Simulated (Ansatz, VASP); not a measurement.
**SiO: VASP beside Ansatz**

The input INCAR:

```
SYSTEM = SiO
PREC = Accurate
ENCUT = 520
EDIFF = 1E-7
ISMEAR = -1
SIGMA = 0.05
LREAL = .FALSE.
LASPH = .TRUE.
NELM = 60
ALGO = Normal
ISIF = 2
LWAVE = .FALSE.
LCHARG = .TRUE.
GGA = PE
LELF = .TRUE.
LVHAR = .TRUE.
NBANDS = 12
```

Contents of KPOINTS:

```
Automatic mesh
0
G
  9 9 9
  0 0 0
```

The input POSCAR:

```
SiO
1.0
    0.0000000000      2.4336400000      2.4336400000
    2.4336400000      0.0000000000      2.4336400000
    2.4336400000      2.4336400000      0.0000000000
Si O
1 1
Direct
    0.7500000000      0.7500000000      0.7500000000
    0.0000000000      0.0000000000      0.0000000000
```

The input input.yaml:

```yaml
crystal:
  lattice:
    - [0.0, 2.43364, 2.43364]
    - [2.43364, 0.0, 2.43364]
    - [2.43364, 2.43364, 0.0]
  atoms:
    - { symbol: Si, position: [0.75, 0.75, 0.75] }
    - { symbol: O, position: [0.0, 0.0, 0.0] }
hamiltonian:
  xc: pbe
  pseudopotentials: { kind: paw }
kpoints:
  mp_grid: { grid: [9, 9, 9] }
scf:
  occupations: { method: fermi_dirac, width: 0.05 }
output:
  forces: true
  stress: true
  eigenvalues: true
  write_density: true
  write_potential: true
  elf: true
  volumetric_format: npy
```

The cell was built by a generator and needn't be a form met in nature.

Alike in both runs: task single point; functional PBE; k mesh 9 × 9 × 9; occupations fermi-dirac, width 0.05 eV; no spin polarisation.

|  | VASP | Ansatz |
| --- | --- | --- |
| version | VASP 6.6.1 | Ansatz 0.2.0 |
| potentials or method | VASP PAW PBE potentials, release 64 (Si, O) | Ansatz PAW |
| plane-wave cutoff (eV) | 520 | 420 |
| valence electrons in the cell | 10 | 10 |

VASP gave:

```
gap on the k mesh at the Fermi level (eV) : none
pressure (GPa)                            : 0.0
```

Problem. What did Ansatz give for the same quantities?

Solution. gap on the k mesh at the Fermi level (eV): none; pressure (GPa): -0.1.

A gap of «none» marks a metal or a gap that the smearing closes.

Caveats: the pressure holds a Pulay correction of +0.4 GPa for the finite cutoff (Ansatz).
